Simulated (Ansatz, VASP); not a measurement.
## One calculation of ZrC, two programs

```
Zr C
1.0
     0.00000    2.34777    2.26666
     2.34777    0.00000    2.26666
     2.34777    2.34777    0.00000
Zr C
1 1
Direct
  0.49675 0.50325 0.50325
  0.02471 0.97529 0.97529
```

Change from the starting cell: mode 4 frozen in at -0.115 Å, strain +e along z and -e/2 along x and y -0.0233.

Alike in both runs: task single point; functional LDA; k mesh 16 × 16 × 16; occupations gaussian, width 0.15 eV; no spin polarisation.

```csv
,VASP,Ansatz
version,VASP 6.6.1,Ansatz 0.2.0
potentials or method,"VASP PAW LDA potentials, release 64 (Zr_sv, C)","scalar-relativistic, plane waves, PAW"
plane-wave cutoff (eV),520,520
valence electrons in the cell,16,16
```

Ansatz gave:

- gap on the k mesh at the Fermi level (eV): none
- pressure (GPa): 2.0
- largest component of the traceless stress (GPa): 8.30
- rms of the force components (eV/Å): 0.503

**Question.** Estimate VASP's values.

**Answer.** gap on the k mesh at the Fermi level (eV): none; pressure (GPa): 2.6; largest component of the traceless stress (GPa): 8.37; rms of the force components (eV/Å): 0.508.

Atom by atom the forces differ by 0.006 eV/Å (rms over components). A gap of «none» marks a metal or a gap that the smearing closes.
